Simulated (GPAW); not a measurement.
# HgTe (Coloradoite) (F-43m) in GPAW: notebook, part 2 of 2

GPAW 26.7.0. The steps go on from the part before.

## 3. Single point, PBE

run.py

```python
from ase.dft.bandgap import bandgap
from ase.io import read, write
from ase.units import GPa
from gpaw import GPAW, PW

atoms = read('POSCAR')

calc = GPAW(mode=PW(450),
            xc='PBE',
            kpts={'size': (6, 6, 6), 'gamma': True},
            occupations={'name': 'fermi-dirac', 'width': 0.05},
            nbands=18,
            maxiter=120,
            txt='gpaw.txt')
atoms.calc = calc
energy = atoms.get_potential_energy()
forces = atoms.get_forces()
stress = atoms.get_stress()
calc.write('gs.gpw')
write('result.traj', atoms)
print(f'Energy: {energy:.6f} eV')
print('Forces (eV/A):')
print(forces.round(4))
print('Stress (GPa):', (stress / GPa).round(3))
print('Fermi level:', round(calc.get_fermi_level(), 4), 'eV')
print(f'Gap: {bandgap(calc)[0]:.4f} eV, direct: {bandgap(calc, direct=True)[0]:.4f} eV')
```

POSCAR

```
HgTe
1.0
    0.0000000000      3.2145000000      3.2145000000
    3.2145000000      0.0000000000      3.2145000000
    3.2145000000      3.2145000000      0.0000000000
Hg Te
1 1
Direct
    0.0000000000      0.0000000000      0.0000000000
    0.7500000000      0.7500000000      0.7500000000
```

Potentials or basis: GPAW PAW data sets (gpaw-data 1.2.1), pw.

Command:

```
$ OMP_NUM_THREADS=1 python run.py
```

gpaw.txt:

```text
__  _  _
 | _ |_)|_||  |
 |__||  | ||/\| - 26.7.0

Input parameters:
  mode=PW(ecut=450.00000000000006),
  kpts=MonkhorstPack(size=(6, 6, 6), gamma=True),
  maxiter=120,
  nbands=18,
  occupations=Occupations(name='fermi-dirac', width=0.05),
  xc=XC(name='PBE')

Diagonalizing LCAO Hamiltonian
Converting LCAO to pw mode

                      Te

       Hg

Atoms  # Å, Bohr magnetons
|   | symbol |        x |        y |        z |    initial magnetic moments |
|---|--------|----------|----------|----------|-----------------------------|
| 0 |     Hg | 0.000000 | 0.000000 | 0.000000 | ( 0.0000,  0.0000,  0.0000) |
| 1 |     Te | 4.821750 | 4.821750 | 4.821750 | ( 0.0000,  0.0000,  0.0000) |

Unit cell  # Å
| periodic |        x |        y |        z |  lengths |    angles |
|----------|----------|----------|----------|----------|-----------|
|      yes | 0.000000 | 3.214500 | 3.214500 | 4.545989 | 60.000000 |
|      yes | 3.214500 | 0.000000 | 3.214500 | 4.545989 | 60.000000 |
|      yes | 3.214500 | 3.214500 | 0.000000 | 4.545989 | 60.000000 |

Number of symmetries: 24
Symmetry operations  # r_c * U_cc + t_c -> r_c
|    | kind |            matrix            |
|----|------|------------------------------|
|  0 |  E   |  1, 0, 0,  0, 1, 0,  0, 0, 1 |
|  1 |  σ   |  1, 0, 0,  0, 0, 1,  0, 1, 0 |
|  2 |  σ   |  1, 0,-1,  0, 1,-1,  0, 0,-1 |
|  3 |  C3  |  1, 0,-1,  0, 0,-1,  0, 1,-1 |
|  4 |  C3  |  1,-1, 0,  0,-1, 1,  0,-1, 0 |
|  5 |  σ   |  1,-1, 0,  0,-1, 0,  0,-1, 1 |
|  6 |  σ   |  0, 1, 0,  1, 0, 0,  0, 0, 1 |
|  7 |  C3  |  0, 1, 0,  0, 0, 1,  1, 0, 0 |
|  8 |  C2  |  0, 1,-1,  1, 0,-1,  0, 0,-1 |
|  9 |  S4  |  0, 1,-1,  0, 0,-1,  1, 0,-1 |
| 10 |  C3  |  0, 0, 1,  1, 0, 0,  0, 1, 0 |
| 11 |  σ   |  0, 0, 1,  0, 1, 0,  1, 0, 0 |
| 12 |  S4  |  0, 0,-1,  1, 0,-1,  0, 1,-1 |
| 13 |  C3  |  0, 0,-1,  0, 1,-1,  1, 0,-1 |
| 14 |  S4  |  0,-1, 1,  1,-1, 0,  0,-1, 0 |
| 15 |  C2  |  0,-1, 1,  0,-1, 0,  1,-1, 0 |
| 16 |  C3  |  0,-1, 0,  1,-1, 0,  0,-1, 1 |
| 17 |  S4  |  0,-1, 0,  0,-1, 1,  1,-1, 0 |
| 18 |  S4  | -1, 1, 0, -1, 0, 1, -1, 0, 0 |
| 19 |  C3  | -1, 1, 0, -1, 0, 0, -1, 0, 1 |
| 20 |  C3  | -1, 0, 1, -1, 1, 0, -1, 0, 0 |
| 21 |  S4  | -1, 0, 1, -1, 0, 0, -1, 1, 0 |
| 22 |  σ   | -1, 0, 0, -1, 1, 0, -1, 0, 1 |
| 23 |  C2  | -1, 0, 0, -1, 0, 1, -1, 1, 0 |

BZ-sampling:
  Number of BZ points: 216
  Number of IBZ points: 16

  Monkhorst-Pack size: [6, 6, 6]
  Monkhorst-Pack shift: [0.08333333333333333, 0.08333333333333333, 0.08333333333333333]

K-points  # in reciprocal-cell coordinates
|     |                                coordinates |     weight |
|-----|--------------------------------------------|------------|
|   0 | (  0.00000000,   0.00000000,   0.00000000) | 0.00462963 |
|   1 | (  0.16666667,   0.16666667,   0.00000000) | 0.02777778 |
|   2 | (  0.16666667,   0.16666667,   0.16666667) | 0.03703704 |
|   3 | (  0.33333333,   0.16666667,   0.16666667) | 0.05555556 |
|   4 | (  0.33333333,   0.33333333,  -0.33333333) | 0.05555556 |
|   5 | (  0.33333333,   0.33333333,   0.00000000) | 0.02777778 |
|   6 | (  0.33333333,   0.33333333,   0.16666667) | 0.11111111 |
|   7 | (  0.33333333,   0.33333333,   0.33333333) | 0.03703704 |
|   8 | (  0.50000000,   0.33333333,  -0.33333333) | 0.11111111 |
|   9 | (  0.50000000,   0.33333333,  -0.16666667) | 0.05555556 |
| ... |                                            |            |
|  15 | (  0.50000000,   0.50000000,   0.50000000) | 0.01851852 |

Plane wave coefficients: 1459
Cutoff: 450.00000000000006 eV

Spin-components: 1 (collinear spins)
Bands:           18
Projectors:      11
Spin-degeneracy: 2
Datatype:        complex128

Parallelization:
  kpt:    1
  domain: 1
  band:   1

Density:
  Valence electrons: 24.0
  Components: 1
  Grid points: [24 24 24]
  Charge: 0.0  # |e|

Potential:
  Grid points: [24 24 24]

species:
  Hg:
    name:    Mercury
    Z:       80.0
    valence: 18
    core:    62
    charge:  0.0  # [|e|]
    compensation charges:
      type: gauss
      rc: 0.41  # [Å]
      lmax: 2
    cutoffs:
      filter: 2.17  # [Å]
      core: 2.06  # [Å]
    projectors
    | kind |    occ | energy [eV] | rcut [Å] |
    |------|--------|-------------|----------|
    |   6s |  2.000 |      -6.783 |    1.307 |
    |   5p |  6.000 |     -66.572 |    1.291 |
    |   6p |  0.000 |      -1.056 |    1.291 |
    |   5d | 10.000 |      -9.891 |    1.302 |
    |    s |        |      20.429 |    1.307 |
    |    d |        |      17.320 |    1.302 |

    Using partial waves for Hg as LCAO basis

  Te:
    name:    Tellurium
    Z:       52.0
    valence: 6
    core:    46
    charge:  0.0  # [|e|]
    compensation charges:
      type: gauss
      rc: 0.36  # [Å]
      lmax: 2
    cutoffs:
      filter: 2.09  # [Å]
      core: 3.17  # [Å]
    projectors
    | kind |    occ | energy [eV] | rcut [Å] |
    |------|--------|-------------|----------|
    |   5s |  2.000 |     -15.089 |    1.180 |
    |   5p |  4.000 |      -5.955 |    1.196 |
    |    s |        |      12.123 |    1.180 |
    |    p |        |      21.256 |    1.196 |
    |    d |        |       0.000 |    1.238 |

    Using partial waves for Te as LCAO basis

Reference energy: -717946.462161  # eV

eigensolver:
  PPCG
  Converge bands: occupied
  niter=2

density mixing:
  MSR1-Mixer
  Pratt-step length: 0.05
  Maximum mixing coefficient: 0.75
  Old densities: 10
  SVD Regularization: 0.005
  Good broyden scale: 1.0
  Trust region scale: 1.0
  Backstep threshold: 4.0
  History deletion threshold: 6.0
  Fourier metric: weight=20.0, sigma=0.015

occupation numbers:
  Fermi-Dirac:
    width: 0.0500  # eV

poisson solver:
  ecut: 3600.0000000000005  # eV

xc functional:
  name: PBE with 2 nearest neighbor stencil

convergence criteria:
- Maximum [total energy] change in last 3 cyles: 0.0005 eV / valence electron
- Maximum integral of absolute [dens]ity change: 0.0001 electrons / valence electron
- Maximum integral of absolute [eigenst]ate change: 4e-08 eV^2 / valence electron
maximum number of iterations: 120

SCF iterations
|iter     | |      energy | eigst |  dens |
|---------|-|-------------|-------|-------|
|iter:   1| |   -4.526910 | -0.10 |       |
|iter:   2| |   -4.487702 | -2.06 | -1.43 |
|iter:   3| |   -4.383962 | -1.98 | -1.48 |
|iter:   4| |   -4.395569 | -2.68 | -1.88 |
|iter:   5| |   -4.402247 | -3.02 | -2.21 |
|iter:   6| |   -4.402571c| -4.43 | -3.26 |
|iter:   7| |   -4.402621c| -5.08 | -3.70 |
|iter:   8| |   -4.402621c| -6.70 | -4.28c|
|iter:   9| |   -4.402622c| -7.29 | -4.97c|
|iter:  10| |   -4.402622c| -7.80c| -5.47c|

Converged in 10 steps
Energy contributions relative to reference atoms: (reference = -717946.462161)

Energy contributions:
  Kinetic:          32.626566
  Coulomb:         -27.212043
  Zero:             -1.991888
  External:          0.000000
  Xc:               -7.824783
  Entropy:          -0.000949
  Spinorbit:         0.000000
  ----------------------------
  Free energy:      -4.403096
  Extrapolated:     -4.402622

dipole moment: (-17.490499, -17.490499, -17.490499)  # |e|*Ang

Fermi level: 4.736
Eigenvalues  # (at kpt = [0.000, 0.000, 0.000])
| band index |      eig [eV] | occ [0-2] |
|------------|---------------|-----------|
|          0 |       -58.857 |     2.000 |
|        ... |               |           |
|          5 |        -2.857 |     2.000 |
|          6 |        -2.857 |     2.000 |
|          7 |        -2.331 |     2.000 |
|          8 |        -2.331 |     2.000 |
|          9 |         4.143 |     2.000 |
|         10 |         4.700 |     1.346 |
|         11 |         4.700 |     1.346 |
|         12 |         4.700 |     1.346 |
|         13 |         8.933 |     0.000 |
|         14 |         8.933 |     0.000 |
|         15 |         8.933 |     0.000 |
|         16 |        11.256 |     0.000 |
|         17 |        14.425 |     0.000 |

No gap
No difference between direct/indirect transitions

Forces  # eV/Ang
|        x |       y |       z |
|----------|---------|---------|
| -0.00000 | 0.00000 | 0.00000 |  # Hg   0
|  0.00000 | 0.00000 | 0.00000 |  # Te   1

Stress tensor  # eV/Ang^3
|         x |         y |         z |
|-----------|-----------|-----------|
| -0.026480 | -0.000000 | -0.000000 |
| -0.000000 | -0.026480 |  0.000000 |
| -0.000000 |  0.000000 | -0.026480 |

# Writing to gs.gpw (mode='')
```

It took 11 s on 1 thread of Arm Neoverse V1, shared host; peak memory 0.15 GiB.

What came out:

- Free energy: -4.4031 eV
- Pressure: 4.2 GPa
- Band gap on the k mesh: none (metal or under the smearing width)

Levels at points of the mesh, in eV from the Fermi level:
```
           k point  band 9  band 10  band 11  band 12  band 13  band 14
(0.00, 0.00, 0.00)   -7.07    -0.59    -0.04    -0.04    -0.04     4.20
(0.50, 0.50, 0.00)   -6.57    -5.50    -2.38    -2.38     1.94     2.42
(0.50, 0.50, 0.50)   -6.73    -5.58    -1.06    -1.06     0.76     5.01
```

Caveat: the cutoff is short for stress and forces, so pressures can be off by a GPa or more.

## 4. Single point, r2SCAN

Changes to run.py since step 3:

```diff
@@ -1,3 +1,4 @@
+from ase import Atoms
 from ase.dft.bandgap import bandgap
-from ase.io import read, write
+from ase.io import write
 from ase.units import GPa
@@ -5,6 +6,12 @@
 
-atoms = read('POSCAR')
+atoms = Atoms(['Hg', 'Te'],
+              cell=[[0.0, 3.2145, 3.2145],
+                    [3.2145, 0.0, 3.2145],
+                    [3.2145, 3.2145, 0.0]],
+              scaled_positions=[[0.0, 0.0, 0.0],
+                                [0.75, 0.75, 0.75]],
+              pbc=True)
 
-calc = GPAW(mode=PW(450),
-            xc='PBE',
+calc = GPAW(mode=PW(500),
+            xc='MGGA_X_R2SCAN+MGGA_C_R2SCAN',
             kpts={'size': (6, 6, 6), 'gamma': True},
```

Command:

```
$ OMP_NUM_THREADS=1 python run.py
```

Wall time 31 s (1 thread of Arm Neoverse V2, shared host); peak memory 0.31 GiB.

It converged, with:

| Item | Value |
| --- | --- |
| Free energy | -36.1705 eV |
| Pressure | 3.2 GPa |
| Band gap on the k mesh | none (metal or under the smearing width) |

Levels at points of the mesh, in eV from the Fermi level:
| k point | band 9 | band 10 | band 11 | band 12 | band 13 | band 14 |
| --- | --- | --- | --- | --- | --- | --- |
| (0.00, 0.00, 0.00) | -7.34 | -0.26 | -0.04 | -0.04 | -0.04 | 4.54 |
| (0.50, 0.50, 0.00) | -6.81 | -5.65 | -2.46 | -2.46 | 2.13 | 2.66 |
| (0.50, 0.50, 0.50) | -6.98 | -5.73 | -1.09 | -1.09 | 1.02 | 5.36 |

Caveat: the cutoff is short for stress and forces, so pressures can be off by a GPa or more; the PAW data sets were made with another functional, which shifts forces and pressure a little.

## 5. The runs side by side

| level | potentials or basis | cutoff (eV) | gap on the mesh (eV) | pressure (GPa) |
| --- | --- | --- | --- | --- |
| LDA | the program's PAW data sets (release 1.2.1) made for this functional, pw | 500 | none | 0.0 |
| PBE | GPAW PAW data sets (gpaw-data 1.2.1), pw | 450 | none | 4.2 |
| r2SCAN | GPAW PAW data sets (gpaw-data 1.2.1), pw | 500 | none | 3.2 |

Alike in all rows: task single point; no spin polarisation; cell as given; k mesh 6 × 6 × 6; smearing fermi-dirac 0.05 eV.

Caveats: the cutoff is short for stress and forces, so pressures can be off by a GPa or more; the PAW data sets were made with another functional, which shifts forces and pressure a little (some runs).

Total energies depend on the potentials used, so only differences within one code and one set of settings carry meaning.
